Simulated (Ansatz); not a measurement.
InPd:

```
In Pd
1.0
     3.27188    0.00000    0.00000
     0.00000    3.27188    0.00000
     0.00000    0.00000    3.27188
In Pd
1 1
Direct
  0.00000 0.00000 0.00000
  0.50000 0.50000 0.50000
```

The cell comes from a database or a generator and needn't be the stable form of this composition.

- Program: Ansatz 0.2.0
- Task: single point
- Functional: PBE
- Potentials or basis: all-electron LAPW, scalar-relativistic
- Cutoff: 250 eV (chosen from the basis error)
- Basis error allowed: 0.001 eV/atom
- k mesh: 8 × 8 × 8
- Occupations: fermi-dirac, width 0.05 eV
- Spin: no spin polarisation

On this cell: pressure 3.6 GPa; largest force zero by symmetry; band gap on the k mesh none (metal or under the smearing width).

The same run follows on a disturbed copy (atoms moved at random, drawn with an rms of 0.05 Å):

```xyz
2
Lattice="3.2719 0.0000 0.0000 0.0000 3.2719 0.0000 0.0000 0.0000 3.2719" Properties=species:S:1:pos:R:3 pbc="T T T"
In   -0.0221    0.0011    0.0274
Pd    1.6003    1.6584    1.6093
```

Task: What does the disturbed cell give?

Result: The energy (extrapolated to zero smearing) moves by +3.7 meV/atom; pressure 3.8 GPa; largest force 0.250 eV/Å; band gap on the k mesh none (metal or under the smearing width).

Forces in eV/Å, atoms in the order of the input:
```
In  -0.057  0.091 -0.226
Pd   0.057 -0.091  0.226
```

Stress tensor (GPa, compression positive):
```
 3.82 -0.03  0.07
-0.03  3.81 -0.11
 0.07 -0.11  3.71
```
